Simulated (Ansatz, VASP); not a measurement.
This is a calculation of GaN for Ansatz 0.2.0.

input.yaml

```yaml
crystal:
  lattice:
    - [0.0, 2.0916465448, 2.0916465448]
    - [2.0916465448, 0.0, 2.0916465448]
    - [2.0916465448, 2.0916465448, 0.0]
  atoms:
    - { symbol: Ga, position: [0.0, 0.0, 0.0] }
    - { symbol: "N", position: [0.5, 0.5, 0.5] }
hamiltonian:
  xc: lda
  pseudopotentials: { kind: paw }
kpoints:
  mp_grid: { grid: [11, 11, 11] }
scf:
  occupations: { method: fermi_dirac, width: 0.05 }
output:
  forces: true
  stress: true
  eigenvalues: true
```

Potentials or basis: Ansatz PAW.

Run with:

```sh
$ ansatz run input.yaml --threads 2 --pin off --max-ram 5632MiB --backend cpu --events-out ev --progress --plain --runs-dir out
```

Question: Translate it to VASP 6.6.1. Potentials there: VASP PAW LDA potentials, release 64 (Ga_d, N).

Answer: As run (the cutoff follows the program's own potentials):

Contents of INCAR:

```
PREC = Accurate
ENCUT = 520
EDIFF = 1E-6
ISMEAR = -1
SIGMA = 0.05
LREAL = False
LASPH = True
NELM = 100
ALGO = Normal
ISIF = 2
LWAVE = False
LCHARG = False
GGA = CA
NBANDS = 16
```

File KPOINTS:

```
regular mesh
0
Gamma
  11 11 11
```

Contents of POSCAR:

```
GaN
1.0
    0.0000000000      2.0916465448      2.0916465448
    2.0916465448      0.0000000000      2.0916465448
    2.0916465448      2.0916465448      0.0000000000
Ga N
1 1
Direct
    0.0000000000      0.0000000000      0.0000000000
    0.5000000000      0.5000000000      0.5000000000
```

Potentials or basis: VASP PAW LDA potentials, release 64 (Ga_d, N).

Launch:

```console
$ cat potpaw_LDA.64/Ga_d/POTCAR potpaw_LDA.64/N/POTCAR > POTCAR
$ mpirun -np 1 vasp_std > vasp.out
```

Both were run:

|  | VASP | Ansatz | Ansatz less VASP |
| --- | --- | --- | --- |
| gap on the k mesh at the Fermi level (eV) | 0.75 | 0.73 | -0.018 |
| least direct gap on the mesh (eV) | 3.23 | 3.20 | -0.029 |
| pressure (GPa) | 1.0 | -0.4 | -1.40 |

Caveats: an odd mesh through Γ misses points on the zone boundary, where band edges often lie (VASP); odd divisions of the mesh miss points on the zone boundary, where band edges often lie, so the gap on the mesh can be too wide (Ansatz); the pressure holds a Pulay correction of +0.8 GPa for the finite cutoff (Ansatz); the PAW data sets come from PBE, with cores solved anew for the run's functional, which leaves a small shift of forces and pressure (Ansatz). A hybrid or GW would open this gap; LDA tends to underestimate it.
